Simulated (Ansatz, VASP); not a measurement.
This is a calculation of InSe for Ansatz 0.2.0.

Contents of input.yaml:

```yaml
crystal:
  lattice:
    - [3.582952361, 0.0, 0.0]
    - [0.0, 3.582952361, 0.0]
    - [0.0, 0.0, 3.582952361]
  atoms:
    - { symbol: In, position: [0.5, 0.5, 0.5] }
    - { symbol: Se, position: [0.0, 0.0, 0.0] }
hamiltonian:
  xc: pbe
  pseudopotentials: { kind: paw }
kpoints:
  mp_grid: { grid: [7, 7, 7] }
scf:
  occupations: { method: fermi_dirac, width: 0.05 }
output:
  forces: true
  stress: true
  eigenvalues: true
```

Potentials or basis: Ansatz PAW.

The run is started by

```sh
$ ansatz run input.yaml --threads 1 --pin off --max-ram 3584MiB --backend cpu --events-out ev --progress --plain --runs-dir out
```

Set up the same calculation for VASP 6.6.1. Potentials there: VASP PAW PBE potentials, release 64 (In_d, Se).

As run (the cutoff follows the program's own potentials):

Contents of INCAR:

```
SYSTEM = InSe
PREC = Accurate ; ENCUT = 520
EDIFF = 1E-6 ; ISMEAR = -1
SIGMA = 0.05 ; LREAL = .FALSE.
LASPH = .TRUE. ; NELM = 60
ALGO = Normal ; ISIF = 2
LWAVE = .FALSE. ; LCHARG = .FALSE.
GGA = PE ; NBANDS = 16
```

The input KPOINTS:

```
regular mesh
0
G
  7 7 7
  0 0 0
```

Contents of POSCAR:

```
InSe
1.0
    3.5829523610      0.0000000000      0.0000000000
    0.0000000000      3.5829523610      0.0000000000
    0.0000000000      0.0000000000      3.5829523610
In Se
1 1
Direct
    0.5000000000      0.5000000000      0.5000000000
    0.0000000000      0.0000000000      0.0000000000
```

Potentials or basis: VASP PAW PBE potentials, release 64 (In_d, Se).

Launch:

```sh
$ cat potpaw_PBE.64/In_d/POTCAR potpaw_PBE.64/Se/POTCAR > POTCAR
$ mpirun -np 1 vasp_std > vasp.out
```

Both were run:

|  | VASP | Ansatz | Ansatz less VASP |
| --- | --- | --- | --- |
| gap on the k mesh at the Fermi level (eV) | none | none | - |
| pressure (GPa) | 2.2 | 2.2 | -0.02 |

A gap of «none» marks a metal or a gap that the smearing closes. The two sets of potentials don't hold the same shells in valence.
